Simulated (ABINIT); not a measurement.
A run of ABINIT 10.8.3 (patched build):

run.abi

```
# Pseudopotentials
pp_dirpath "./"
pseudos "Cu.upf, N.upf"

# Structure
acell 3*1.0
rprim
     7.2187537961     0.0000000000     0.0000000000
     0.0000000000     7.2187537961     0.0000000000
     0.0000000000     0.0000000000     7.2187537961
ntypat 2
znucl 29 7
natom 4
typat 1 1 1 2
xred
     0.5000000000     0.0000000000     0.0000000000
     0.0000000000     0.5000000000     0.0000000000
     0.0000000000     0.0000000000     0.5000000000
     0.0000000000     0.0000000000     0.0000000000
chkprim 0
chksymtnons 0
tolsym 1.0e-6

# Plane-wave basis
ecut 46.0

# k points
kptopt 1
ngkpt 8 8 8
nshiftk 1
shiftk 0.0 0.0 0.0

# Exchange and correlation
ixc 11

# Bands and occupations
nband 38
occopt 3
tsmear 0.05 eV

# SCF cycle
nstep 100
tolvrs 1.0e-10

# Output
iomode 3
prtwf 0
prtden 0
prteig 0
prtebands 0
enunit 2

# Relaxation
ionmov 2
ntime 60
tolmxf 5.0e-5
optcell 2
dilatmx 1.08
ecutsm 0.5
```

Potentials or basis: PseudoDojo NC SR PBE v0.4.1 standard.

Command:

```bash
$ abinit run.abi > log 2>&1
```

Hardware: 1 thread of AMD EPYC 7R43 64-Core Processor (Zen 3) (shared host).

Task: Estimate the wall time of this run.

Result: It took 18 min on 1 thread of AMD EPYC 7R43 64-Core Processor (Zen 3), on a shared host, peak memory 0.22 GiB. Counts: scf iterations 35, mpi ranks 1, k points 35, bands 38, plane waves 7084, ion steps 3.
